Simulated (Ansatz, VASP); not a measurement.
## Ag in VASP and in Ansatz

```
CELL_PARAMETERS angstrom
0.00000 2.07375 2.07375
2.07375 0.00000 2.07375
2.07375 2.07375 0.00000
ATOMIC_POSITIONS crystal
Ag 0.00000 0.00000 0.00000
```

Change from the starting cell: strain +0.015 along x and y, +0.015 along z, atoms carried along.

Alike in both runs: task single point; functional PBEsol; k mesh 20 × 20 × 20; occupations gaussian, width 0.15 eV; no spin polarisation.

|  | VASP | Ansatz |
| --- | --- | --- |
| version | VASP 6.6.1 | Ansatz 0.2.0 |
| potentials or method | VASP PAW PBE potentials, release 64 (Ag) | scalar-relativistic, plane waves, PAW |
| plane-wave cutoff (eV) | 520 | 420 |
| valence electrons in the cell | 11 | 19 |

```csv
,VASP,Ansatz,Ansatz less VASP
gap on the k mesh at the Fermi level (eV),none,none,-
pressure (GPa),-6.8,-6.7,+0.14
```

A gap of «none» marks a metal or a gap that the smearing closes. The two sets of potentials don't hold the same shells in valence.

Caveats: the PAW data sets were made with another functional, which shifts forces and pressure a little (VASP).
